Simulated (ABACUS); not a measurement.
FeO (Wuestite) in ABACUS: convergence with scf thr

Input of the first run (scf thr 0.01); the others differ in this setting and in those tied to it:

File INPUT:

```
INPUT_PARAMETERS
suffix              FeO
calculation         scf
basis_type          pw
pseudo_dir          ./
symmetry            1
dft_functional      pbesol
ecutwfc             119
pseudo_rcut         10
nspin               2
nbands              17
ks_solver           dav
smearing_method     mp
smearing_sigma      0.00734986
scf_thr             0.01
scf_nmax            100
mixing_type         broyden
mixing_beta         0.4
cal_force           1
cal_stress          1
kpar                4
```

STRU

```
ATOMIC_SPECIES
Fe 55.8450 Fe.upf
O 15.9990 O.upf

LATTICE_CONSTANT
1.8897261246

LATTICE_VECTORS
1.5188209023 0.8768916568 2.5195772846
-1.5188209023 0.8768916568 2.5195772846
0.0000000000 -1.7537833136 2.5195772846

ATOMIC_POSITIONS
Direct

Fe
0.0
1
-0.0100090000 0.0520240000 -0.0077210000 1 1 1 mag 3

O
0.0
1
0.4743940000 0.5725690000 0.4454590000 1 1 1 mag 0
```

File KPT:

```
K_POINTS
0
Gamma
7 7 7 0 0 0
```

Potentials or basis: PseudoDojo NC SR 0.4 PBEsol stringent, plane waves.

The run is started by

```console
$ OMP_NUM_THREADS=1 mpirun -np 4 abacus > log
```

The cell isn't the ideal one: atoms moved at random.

Hardware: 4 MPI ranks on Intel(R) Xeon(R) 6975P-C (Granite Rapids), on a shared host.

The values tried are 0.01, 0.001, 0.0001, 1e-05, 1e-06, 1e-07, 1e-08, 1e-10, loosest first. From which on does the largest force stay within 0.005 eV/Å of the tightest run that finished?

From 1e-07 on.

```csv
scf thr,"energy less the tightest run, at zero smearing (meV/atom)",pressure (GPa),largest force (eV/Å),SCF cycles,CPU time (s)
0.01,3.08,3.52,1.129,3,83
0.001,0.08,-10.43,0.431,5,130
0.0001,0.16,-6.48,0.330,6,150
1e-05,0.00,-7.81,0.370,7,170
1e-06,0.00,-8.67,0.395,8,210
1e-07,0.00,-8.49,0.410,9,230
1e-08,0.00,-8.30,0.409,11,290
1e-10,0.00,-8.32,0.409,14,380
```

Against the tightest run, the energy stays within 1 meV/atom from 0.001 on; the pressure stays within 0.1 GPa from 1e-08 on. The tightest run that finished is the yardstick and may itself not be fully converged.

Caveat, for the tightest run too: the k mesh is coarse (spacing up to 0.36 Å⁻¹), so the values aren't converged; a cell with one magnetic atom can't hold antiferromagnetic order, which such compounds often take.
